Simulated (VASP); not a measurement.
Wanted: the native input for a VASP 6.6.1 run.

```yaml
Task: relaxation of cell and atoms
Functional: PBEsol
Potentials_or_basis: VASP PAW PBE potentials, release 64 (Ga_d, P)
Cutoff: 600 eV
k_mesh: 8 × 8 × 8
Occupations: gaussian, width 0.01 eV
Spin: no spin polarisation
Dipole_correction: no
Further_INCAR_settings: ALGO = Normal; EDIFF = 1e-07; IBRION = 2; EDIFFG = -0.001; NSW = 80; ISIF = 3
```

The structure of GaP lies in POSCAR:

```
GaP
1.0
    0.0000000000      2.7192251075      2.7192251075
    2.7192251075      0.0000000000      2.7192251075
    2.7192251075      2.7192251075      0.0000000000
Ga P
1 1
Direct
    0.0000000000      0.0000000000      0.0000000000
    0.2500000000      0.2500000000      0.2500000000
```

The cell isn't the ideal one: cell and atoms relaxed tightly for response.

The input as run:

INCAR

```
SYSTEM = GaP
PREC = Accurate
ENCUT = 600
EDIFF = 1E-7
ISMEAR = 0
SIGMA = 0.01
LREAL = .FALSE.
LASPH = .TRUE.
NELM = 100
ALGO = Normal
ISIF = 3
LWAVE = .FALSE.
LCHARG = .FALSE.
GGA = PS
IBRION = 2
NSW = 80
EDIFFG = -0.001
```

KPOINTS

```
regular mesh
0
G
  8 8 8
  0 0 0
```

Potentials or basis: VASP PAW PBE potentials, release 64 (Ga_d, P).

Launch:

```console
$ cat potpaw_PBE.64/Ga_d/POTCAR potpaw_PBE.64/P/POTCAR > POTCAR
$ mpirun -np 1 vasp_std > vasp.out
```

It gave:

```json
{
 "Relaxed volume": "20.09 Å³/atom",
 "Relaxed cell": "a = 3.844 Å, b = 3.844 Å, c = 3.844 Å, α = 60.00°, β = 60.00°, γ = 60.00°",
 "Space group after relaxing (to 0.05 Å)": "F-43m (No. 216)",
 "Energy gained by relaxing": "0.0 meV/atom",
 "Ionic steps": "3",
 "Pressure after relaxing": "0.0 GPa",
 "Band gap on the k mesh": "1.50 eV, indirect (least direct gap 1.81 eV)"
}
```

Caveat: the PAW data sets were made with another functional, which shifts forces and pressure a little.

It took 35 s on 1 thread of Intel(R) Xeon(R) Platinum 8488C (Sapphire Rapids) (shared host), peak memory 0.18 GiB.
